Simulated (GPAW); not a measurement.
# free-standing triangular Ti monolayer, spacing 3.069 A: cost and accuracy of the plane-wave cutoff

Wanted: the cheapest choice of the plane-wave cutoff that holds the magnetic results of free-standing triangular Ti monolayer, spacing 3.069 A.

Main program and level: GPAW 26.7.0; PBE; plane waves with GPAW's PAW setups, scalar-relativistic.

## 1. Starting point

The cell holds 1 atom: 1 Ti. Its edges and angles: a = 3.069 Å, b = 3.069 Å, c = 14.000 Å, α = 90.0°, β = 90.0°, γ = 120.0°. model lattice. Vacuum lies along c.

## 2. Rung 1 (250 eV), start ferro +

The ladder starts at a low cutoff and climbs, to see from where on the results stand still.

File order1.py:

```python
import json
import numpy as np
from ase import Atoms
from ase.parallel import paropen, parprint
from gpaw import GPAW

atoms = Atoms(['Ti'],
    cell=[[3.069, 0.0, 0.0],
         [-1.5345, 2.657832, 0.0],
         [0.0, 0.0, 14.0]],
    scaled_positions=[[0.0, 0.0, 0.5]],
    pbc=True,
    magmoms=[1.0])
atoms.calc = GPAW(mode={'name': 'pw', 'ecut': 250},
    xc='PBE',
    kpts={'size': (10, 10, 1), 'gamma': True},
    occupations={'name': 'fermi-dirac', 'width': 0.1},
    convergence={'density': 1e-05, 'energy': 1e-05},
    maxiter=200,
    txt='order1.txt')
e = atoms.get_potential_energy(force_consistent=True)
res = {'free_energy': e, 'energy_sigma0': atoms.get_potential_energy(), 'fermi_energy': atoms.calc.get_fermi_level()}
res['moments'] = atoms.get_magnetic_moments().tolist()
res['total'] = atoms.get_magnetic_moment()
parprint('site moments (muB):', np.round(res['moments'], 3))
parprint(f"total moment: {res['total']:.3f} muB")
parprint(f'free energy: {e:.6f} eV')
atoms.calc.write('order1.gpw')
with paropen('results.json', 'w') as f:
    json.dump(res, f)
```

Started as:

```
$ OMP_NUM_THREADS=1 python3 order1.py > order1.log
```

The program printed:

```text
site moments (muB): [1.155]
total moment: 2.181 muB
free energy: -4.142643 eV

--- order1.txt ---
Input parameters:
  mode=PW(ecut=250),
  convergence={'density': 1e-05, 'energy': 1e-05},
  kpts=MonkhorstPack(size=(10, 10, 1), gamma=True),
  maxiter=200,
  occupations=Occupations(name='fermi-dirac', width=0.1),
  xc=XC(name='PBE')

Diagonalizing LCAO Hamiltonian
Converting LCAO to pw mode

       Ti

Atoms  # Å, Bohr magnetons
|   | symbol |        x |        y |        z |    initial magnetic moments |
|---|--------|----------|----------|----------|-----------------------------|
| 0 |     Ti | 0.000000 | 0.000000 | 7.000000 | ( 0.0000,  0.0000,  1.0000) |

Unit cell  # Å
| periodic |         x |        y |         z |   lengths |     angles |
|----------|-----------|----------|-----------|-----------|------------|
|      yes |  3.069000 | 0.000000 |  0.000000 |  3.069000 |  90.000000 |
|      yes | -1.534500 | 2.657832 |  0.000000 |  3.069000 |  90.000000 |
|      yes |  0.000000 | 0.000000 | 14.000000 | 14.000000 | 120.000000 |

Number of symmetries: 8

BZ-sampling:
  Number of BZ points: 100
  Number of IBZ points: 31

  Monkhorst-Pack size: [10, 10, 1]
  Monkhorst-Pack shift: [0.05, 0.05, 0.0]

Plane wave coefficients: 1036
Cutoff: 250.0 eV

Spin-components: 2 (collinear spins)
Bands:           12
Projectors:      6
Spin-degeneracy: 1
Datatype:        complex128

Parallelization:
  kpt:    1
  domain: 1
  band:   1

Density:
  Valence electrons: 12.0
  Components: 2
  Grid points: [12 12 54]
  Charge: 0.0  # |e|

Potential:
  Grid points: [12 12 54]

[... setups left out ...]
Reference energy: -23224.014282  # eV

eigensolver:
  PPCG
  Converge bands: occupied
  niter=2

density mixing:
  MSR1-Mixer
  Pratt-step length: 0.05
  Maximum mixing coefficient: 0.75
  Old densities: 10
  SVD Regularization: 0.005
  Good broyden scale: 1.0
  Trust region scale: 1.0
  Backstep threshold: 4.0
  History deletion threshold: 6.0
  Fourier metric: weight=20.0, sigma=0.015

occupation numbers:
  Fermi-Dirac:
    width: 0.1000  # eV

poisson solver:
  ecut: 2000.0  # eV

xc functional:
  name: PBE with 2 nearest neighbor stencil

convergence criteria:
- Maximum integral of absolute [dens]ity change: 1e-05 electrons / valence electron
- Maximum [total energy] change in last 3 cyles: 1e-05 eV / valence electron
- Maximum integral of absolute [eigenst]ate change: 4e-08 eV^2 / valence electron
maximum number of iterations: 200

SCF iterations
|iter     |      energy | eigst |  dens |  magmom |
|---------|-------------|-------|-------|---------|
|iter:   1|       0s |   -4.273338 | -0.37 |       |  +1.0041|
|iter:   2|       1s |   -4.211153 | -2.54 | -0.93 |  +1.0164|
|iter:   3|       2s |   -4.035237 | -1.41 | -0.96 |  +1.2909|
|iter:   4|       3s |   -4.060509 | -1.93 | -1.33 |  +1.4730|
|iter:   5|       4s |   -4.060722 | -2.48 | -1.44 |  +1.5458|
|iter:   6|       4s |   -4.090595 | -3.44 | -1.54 |  +1.8230|
|iter:   7|       5s |   -4.107089 | -3.29 | -1.70 |  +2.1003|
|iter:   8|       6s |   -4.107262 | -4.26 | -2.07 |  +2.0677|
|iter:   9|       7s |   -4.108806 | -4.33 | -2.17 |  +2.1801|
|iter:  10|       8s |   -4.108876 | -5.19 | -2.83 |  +2.1876|
|iter:  11|       9s |   -4.108867c| -5.43 | -3.00 |  +2.1739|
|iter:  12|      10s |   -4.108862c| -6.73 | -3.36 |  +2.1771|
|iter:  13|      11s |   -4.108859c| -7.13 | -3.65 |  +2.1808|
|iter:  14|      12s |   -4.108859c| -7.68c| -4.62 |  +2.1806|
|iter:  15|      12s |   -4.108859c| -8.01c| -5.13c|  +2.1805|

Converged in 15 steps
Energy contributions relative to reference atoms: (reference = -23224.014282)

Energy contributions:
  Kinetic:         -11.607338
  Coulomb:           9.970838
  Zero:              1.161004
  External:          0.000000
  Xc:               -3.599580
  Entropy:          -0.067568
  Spinorbit:         0.000000
  ----------------------------
  Free energy:      -4.142643
  Extrapolated:     -4.108859

dipole moment: (-4.895102, -8.478566, 0.000000)  # |e|*Ang

Total magnetic moment: (0.000000, 0.000000, 2.180550)

Local magnetic moments
|        x |        y |        z |
|----------|----------|----------|
| 0.000000 | 0.000000 | 1.155431 |  # Ti   0

Fermi level: -1.872
Eigenvalues  # (at kpt = [0.000, 0.000, 0.000])
| band index |      eig [eV] | occ [0-1] |      eig [eV] | occ [0-1] |
|------------|---------------|-----------|---------------|-----------|
|          0 |       -59.735 |     1.000 |       -58.439 |     1.000 |
|          1 |       -36.264 |     1.000 |       -34.895 |     1.000 |
|          2 |       -35.678 |     1.000 |       -34.414 |     1.000 |
|          3 |       -35.678 |     1.000 |       -34.414 |     1.000 |
|          4 |        -6.341 |     1.000 |        -5.204 |     1.000 |
|          5 |        -2.617 |     0.999 |        -1.408 |     0.010 |
|          6 |        -2.179 |     0.956 |        -0.971 |     0.000 |
|          7 |        -1.602 |     0.063 |        -0.405 |     0.000 |
|          8 |        -1.602 |     0.063 |        -0.405 |     0.000 |
|          9 |        -0.700 |     0.000 |         0.765 |     0.000 |
|         10 |        -0.700 |     0.000 |         0.765 |     0.000 |
|         11 |         1.500 |     0.000 |         1.984 |     0.000 |

No gap
No difference between direct/indirect transitions
```

The job ended after 15 s (1 MPI rank of Arm Neoverse V2, shared host; peak memory 0.15 GiB).

This step gave:

```
magnetization  : 2.180 μB
final state    : ferromagnetic
largest moment : 1.155 μB
```

After 15 cycles the largest moment stands at 1.16 μB.

## 3. Rung 1 (250 eV), start antiferro q=(0,1/2,0) +-

The second start gives the energy difference between the two end states, the quantity that is followed up the ladder. Its q is in fractions of the reciprocal vectors of the first run's cell.

order2.py is the script of step 2 with these lines changed:

```diff
@@ -6,12 +6,13 @@
 
-atoms = Atoms(['Ti'],
+atoms = Atoms(['Ti', 'Ti'],
     cell=[[3.069, 0.0, 0.0],
-         [-1.5345, 2.657832, 0.0],
+         [-3.069, 5.315664, 0.0],
          [0.0, 0.0, 14.0]],
-    scaled_positions=[[0.0, 0.0, 0.5]],
+    scaled_positions=[[0.0, 0.0, 0.5],
+         [0.0, 0.5, 0.5]],
     pbc=True,
-    magmoms=[1.0])
+    magmoms=[1.0, -1.0])
 atoms.calc = GPAW(mode={'name': 'pw', 'ecut': 250},
     xc='PBE',
-    kpts={'size': (10, 10, 1), 'gamma': True},
+    kpts={'size': (10, 5, 1), 'gamma': True},
     occupations={'name': 'fermi-dirac', 'width': 0.1},
@@ -19,3 +20,3 @@
     maxiter=200,
-    txt='order1.txt')
+    txt='order2.txt')
 e = atoms.get_potential_energy(force_consistent=True)
@@ -27,3 +28,3 @@
 parprint(f'free energy: {e:.6f} eV')
-atoms.calc.write('order1.gpw')
+atoms.calc.write('order2.gpw')
 with paropen('results.json', 'w') as f:
```

Started as:

```
$ OMP_NUM_THREADS=1 python3 order2.py > order2.log
```

The program printed:

```text
site moments (muB): [ 0.956 -0.956]
total moment: 0.000 muB
free energy: -8.095695 eV

--- order2.txt ---
Input parameters:
  mode=PW(ecut=250),
  convergence={'density': 1e-05, 'energy': 1e-05},
  kpts=MonkhorstPack(size=(10, 5, 1), gamma=True),
  maxiter=200,
  occupations=Occupations(name='fermi-dirac', width=0.1),
  xc=XC(name='PBE')

Diagonalizing LCAO Hamiltonian
Converting LCAO to pw mode

         Ti
           Ti

Atoms  # Å, Bohr magnetons
|   | symbol |         x |        y |        z |    initial magnetic moments |
|---|--------|-----------|----------|----------|-----------------------------|
| 0 |     Ti |  0.000000 | 0.000000 | 7.000000 | ( 0.0000,  0.0000,  1.0000) |
| 1 |     Ti | -1.534500 | 2.657832 | 7.000000 | ( 0.0000,  0.0000, -1.0000) |

Number of symmetries: 4

BZ-sampling:
  Number of BZ points: 50
  Number of IBZ points: 26

  Monkhorst-Pack size: [10, 5, 1]
  Monkhorst-Pack shift: [0.05, 0.0, 0.0]

Plane wave coefficients: 2068
Cutoff: 250.0 eV

Spin-components: 2 (collinear spins)
Bands:           19
Projectors:      12
Spin-degeneracy: 1
Datatype:        complex128

Parallelization:
  kpt:    1
  domain: 1
  band:   1

Density:
  Valence electrons: 24.0
  Components: 2
  Grid points: [12 24 54]
  Charge: 0.0  # |e|

Potential:
  Grid points: [12 24 54]

[... setups left out ...]
Reference energy: -46448.028563  # eV

convergence criteria:
- Maximum integral of absolute [dens]ity change: 1e-05 electrons / valence electron
- Maximum [total energy] change in last 3 cyles: 1e-05 eV / valence electron
- Maximum integral of absolute [eigenst]ate change: 4e-08 eV^2 / valence electron
[...]
|iter:  15|      37s |   -7.975766c| -6.54 | -4.10 |  +0.0001|
|iter:  16|      39s |   -7.975765c| -7.31 | -4.55 |  +0.0001|
|iter:  17|      41s |   -7.975771c| -7.54c| -4.94 |  +0.0001|
|iter:  18|      42s |   -7.975772c| -7.82c| -5.36c|  +0.0001|

Converged in 18 steps
Energy contributions relative to reference atoms: (reference = -46448.028563)

Energy contributions:
  Kinetic:         -24.511086
  Coulomb:          21.407995
  Zero:              2.302352
  External:          0.000000
  Xc:               -7.055110
  Entropy:          -0.239846
  Spinorbit:         0.000000
  ----------------------------
  Free energy:      -8.095695
  Extrapolated:     -7.975772

dipole moment: (-9.783151, -16.944912, 0.000001)  # |e|*Ang

Total magnetic moment: (0.000000, 0.000000, 0.000089)

Local magnetic moments
|        x |        y |         z |
|----------|----------|-----------|
| 0.000000 | 0.000000 |  0.956352 |  # Ti   0
| 0.000000 | 0.000000 | -0.956314 |  # Ti   1

Fermi level: -1.806
Eigenvalues  # (at kpt = [0.000, 0.000, 0.000])
| band index |      eig [eV] | occ [0-1] |      eig [eV] | occ [0-1] |
|------------|---------------|-----------|---------------|-----------|
|          0 |       -59.367 |     1.000 |       -59.367 |     1.000 |
|        ... |               |           |               |           |
|          4 |       -35.452 |     1.000 |       -35.452 |     1.000 |
|          5 |       -34.799 |     1.000 |       -34.799 |     1.000 |
|          6 |       -34.446 |     1.000 |       -34.446 |     1.000 |
|          7 |       -34.340 |     1.000 |       -34.340 |     1.000 |
[...]
|         15 |        -0.639 |     0.000 |        -0.639 |     0.000 |
|         16 |        -0.461 |     0.000 |        -0.461 |     0.000 |
|         17 |        -0.343 |     0.000 |        -0.343 |     0.000 |
|         18 |         0.333 |     0.000 |         0.333 |     0.000 |

No gap
No difference between direct/indirect transitions
```

Elapsed: 47 s, on 1 MPI rank; peak memory 0.2 GiB.

Numbers from this step:

```yaml
magnetization: 0 μB
final_state: antiferromagnetic
largest_moment: 0.9564 μB
```

This start lies +94.8 meV a seeded atom from the first; its largest moment is 0.956 μB.

## 4. Rung 2 (325 eV), start ferro +

order1.py is the script of step 2 with these lines changed:

```diff
@@ -13,3 +13,3 @@
     magmoms=[1.0])
-atoms.calc = GPAW(mode={'name': 'pw', 'ecut': 250},
+atoms.calc = GPAW(mode={'name': 'pw', 'ecut': 325},
     xc='PBE',
```

Started as:

```
$ OMP_NUM_THREADS=1 python3 order1.py > order1.log
```

The program printed:

```text
site moments (muB): [1.159]
total moment: 2.183 muB
free energy: -4.327233 eV

--- order1.txt ---
Input parameters:
  mode=PW(ecut=325),
  convergence={'density': 1e-05, 'energy': 1e-05},
  kpts=MonkhorstPack(size=(10, 10, 1), gamma=True),
  maxiter=200,
  occupations=Occupations(name='fermi-dirac', width=0.1),
  xc=XC(name='PBE')

Diagonalizing LCAO Hamiltonian
Converting LCAO to pw mode

       Ti

[...]
|          3 |       -35.699 |     1.000 |       -34.427 |     1.000 |
|          4 |        -6.325 |     1.000 |        -5.189 |     1.000 |
[...]
|          8 |        -1.606 |     0.064 |        -0.409 |     0.000 |
|          9 |        -0.708 |     0.000 |         0.757 |     0.000 |
|         10 |        -0.708 |     0.000 |         0.757 |     0.000 |
|         11 |         1.496 |     0.000 |         1.967 |     0.000 |

No gap
No difference between direct/indirect transitions


[key lines of the parts left out:]
Free energy:      -4.327233
Converged in 15 steps
dipole moment: (-4.879677, -8.451848, 0.000000)  # |e|*Ang
Fermi level: -1.874
```

It took 19 s on 1 MPI rank; peak memory 0.17 GiB.

Read from the output:

```yaml
magnetization: 2.183 μB
final_state: ferromagnetic
largest_moment: 1.159 μB
```

The largest moment is that of rung 1, at 1.3 times its CPU time.

## 5. Rung 2 (325 eV), start antiferro q=(0,1/2,0) +-

order2.py is the script of step 3 with these lines changed:

```diff
@@ -14,3 +14,3 @@
     magmoms=[1.0, -1.0])
-atoms.calc = GPAW(mode={'name': 'pw', 'ecut': 250},
+atoms.calc = GPAW(mode={'name': 'pw', 'ecut': 325},
     xc='PBE',
```

Started as:

```
$ OMP_NUM_THREADS=1 python3 order2.py > order2.log
```

The program printed:

```text
site moments (muB): [ 0.961 -0.962]
total moment: -0.001 muB
free energy: -8.467003 eV

--- order2.txt ---
Input parameters:
  mode=PW(ecut=325),
  convergence={'density': 1e-05, 'energy': 1e-05},
  kpts=MonkhorstPack(size=(10, 5, 1), gamma=True),
  maxiter=200,
  occupations=Occupations(name='fermi-dirac', width=0.1),
  xc=XC(name='PBE')

Diagonalizing LCAO Hamiltonian
Converting LCAO to pw mode

         Ti
[...]
|          6 |       -34.450 |     1.000 |       -34.450 |     1.000 |
|          7 |       -34.348 |     1.000 |       -34.348 |     1.000 |
[...]
|         15 |        -0.644 |     0.000 |        -0.645 |     0.000 |
|         16 |        -0.461 |     0.000 |        -0.461 |     0.000 |
|         17 |        -0.337 |     0.000 |        -0.338 |     0.000 |
|         18 |         0.331 |     0.000 |         0.331 |     0.000 |

No gap
No difference between direct/indirect transitions


[key lines of the parts left out:]
Free energy:      -8.467003
Converged in 22 steps
dipole moment: (-9.752092, -16.891135, 0.000001)  # |e|*Ang
Fermi level: -1.805
```

The job ended after 82 s (1 MPI rank; peak memory 0.24 GiB).

Numbers from this step:

* magnetization: 0 μB
* final state: antiferromagnetic
* largest moment: 0.9617 μB

This start lies +93.7 meV a seeded atom from the first, a change of -1.1 meV since rung 1; its largest moment is 0.962 μB.

## 6. Rung 3 (400 eV), start ferro +

order1.py is the script of step 4 with these lines changed:

```diff
@@ -13,3 +13,3 @@
     magmoms=[1.0])
-atoms.calc = GPAW(mode={'name': 'pw', 'ecut': 325},
+atoms.calc = GPAW(mode={'name': 'pw', 'ecut': 400},
     xc='PBE',
```

Started as:

```
$ OMP_NUM_THREADS=1 python3 order1.py > order1.log
```

The program printed:

```text
site moments (muB): [1.166]
total moment: 2.186 muB
free energy: -4.471722 eV

--- order1.txt ---
Input parameters:
  mode=PW(ecut=400),
  convergence={'density': 1e-05, 'energy': 1e-05},
  kpts=MonkhorstPack(size=(10, 10, 1), gamma=True),
  maxiter=200,
  occupations=Occupations(name='fermi-dirac', width=0.1),
  xc=XC(name='PBE')

Diagonalizing LCAO Hamiltonian
Converting LCAO to pw mode

       Ti

[...]
|          3 |       -35.689 |     1.000 |       -34.411 |     1.000 |
|          4 |        -6.314 |     1.000 |        -5.177 |     1.000 |
[...]
|          8 |        -1.604 |     0.063 |        -0.404 |     0.000 |
|          9 |        -0.714 |     0.000 |         0.755 |     0.000 |
|         10 |        -0.714 |     0.000 |         0.755 |     0.000 |
|         11 |         1.497 |     0.000 |         1.986 |     0.000 |

No gap
No difference between direct/indirect transitions


[key lines of the parts left out:]
Free energy:      -4.471722
Converged in 15 steps
dipole moment: (-4.865605, -8.427475, 0.000000)  # |e|*Ang
Fermi level: -1.875
```

Wall time 25 s (1 MPI rank); peak memory 0.19 GiB.

This step gave:

```yaml
magnetization: 2.186 μB
final_state: ferromagnetic
largest_moment: 1.166 μB
```

The largest moment moves by +0.01 μB from rung 2, at 1.3 times its CPU time.

## 7. Rung 3 (400 eV), start antiferro q=(0,1/2,0) +-

order2.py is the script of step 5 with these lines changed:

```diff
@@ -14,3 +14,3 @@
     magmoms=[1.0, -1.0])
-atoms.calc = GPAW(mode={'name': 'pw', 'ecut': 325},
+atoms.calc = GPAW(mode={'name': 'pw', 'ecut': 400},
     xc='PBE',
```

Started as:

```
$ OMP_NUM_THREADS=1 python3 order2.py > order2.log
```

The program printed:

```text
site moments (muB): [ 0.972 -0.971]
total moment: 0.000 muB
free energy: -8.757430 eV

--- order2.txt ---
Input parameters:
  mode=PW(ecut=400),
  convergence={'density': 1e-05, 'energy': 1e-05},
  kpts=MonkhorstPack(size=(10, 5, 1), gamma=True),
  maxiter=200,
  occupations=Occupations(name='fermi-dirac', width=0.1),
  xc=XC(name='PBE')

Diagonalizing LCAO Hamiltonian
Converting LCAO to pw mode

         Ti
[...]
|          6 |       -34.430 |     1.000 |       -34.430 |     1.000 |
|          7 |       -34.328 |     1.000 |       -34.327 |     1.000 |
[...]
|         15 |        -0.648 |     0.000 |        -0.648 |     0.000 |
|         16 |        -0.458 |     0.000 |        -0.458 |     0.000 |
|         17 |        -0.334 |     0.000 |        -0.334 |     0.000 |
|         18 |         0.334 |     0.000 |         0.334 |     0.000 |

No gap
No difference between direct/indirect transitions


[key lines of the parts left out:]
Free energy:      -8.757430
Converged in 18 steps
dipole moment: (-9.723912, -16.842310, 0.000001)  # |e|*Ang
Fermi level: -1.803
```

Elapsed: 94 s, on 1 MPI rank; peak memory 0.28 GiB.

Numbers from this step:

- magnetization: 0 μB
- final state: antiferromagnetic
- largest moment: 0.9715 μB

This start lies +93.0 meV a seeded atom from the first, a change of -0.7 meV since rung 2; its largest moment is 0.972 μB.

## 8. Rung 4 (500 eV), start ferro +

order1.py is the script of step 6 with these lines changed:

```diff
@@ -13,3 +13,3 @@
     magmoms=[1.0])
-atoms.calc = GPAW(mode={'name': 'pw', 'ecut': 400},
+atoms.calc = GPAW(mode={'name': 'pw', 'ecut': 500},
     xc='PBE',
```

Started as:

```
$ OMP_NUM_THREADS=1 python3 order1.py > order1.log
```

The program printed:

```text
site moments (muB): [1.17]
total moment: 2.189 muB
free energy: -4.510004 eV

--- order1.txt ---
Input parameters:
  mode=PW(ecut=500),
  convergence={'density': 1e-05, 'energy': 1e-05},
  kpts=MonkhorstPack(size=(10, 10, 1), gamma=True),
  maxiter=200,
  occupations=Occupations(name='fermi-dirac', width=0.1),
  xc=XC(name='PBE')

Diagonalizing LCAO Hamiltonian
Converting LCAO to pw mode

       Ti

[...]
|          3 |       -35.675 |     1.000 |       -34.393 |     1.000 |
|          4 |        -6.311 |     1.000 |        -5.171 |     1.000 |
[...]
|          8 |        -1.610 |     0.066 |        -0.406 |     0.000 |
|          9 |        -0.717 |     0.000 |         0.757 |     0.000 |
|         10 |        -0.717 |     0.000 |         0.757 |     0.000 |
|         11 |         1.496 |     0.000 |         1.988 |     0.000 |

No gap
No difference between direct/indirect transitions


[key lines of the parts left out:]
Free energy:      -4.510004
Converged in 15 steps
dipole moment: (-4.861985, -8.421205, 0.000000)  # |e|*Ang
Fermi level: -1.875
```

Wall time 32 s (1 MPI rank); peak memory 0.22 GiB.

Numbers from this step:

| Item | Value |
| --- | --- |
| magnetization | 2.189 μB |
| final state | ferromagnetic |
| largest moment | 1.17 μB |

The largest moment is that of rung 3, at 1.3 times its CPU time.

[end of part 1 of 2]

[Long decimals in the printed logs are rounded to 6 places.]

[Logs and program files are shortened in this print: banners, set-up blocks, solver, clock and traceback lines can be left out without a mark of their own.]

[Logs are printed without paths, hosts, clocks, repeated set-up lines and the standing remarks that a program may print on its own settings, such as how far it seeks lower states.]

[Hosts, paths, dates, database ids (printed as entryN), source tags and the programs' standing remarks are cut or masked in the printed files.]

[Where the starting crystal was built by hand or by swapping elements, it need not be the compound's stable phase.]

[Where a cell is said to come from a database of computed structures, the database is the Materials Project.]

[Runs that the program refused, that were killed for memory or that had too few empty states are not shown or counted.]

[Lattice constants of own cells that a recipe calls measured were typed without a cited source.]
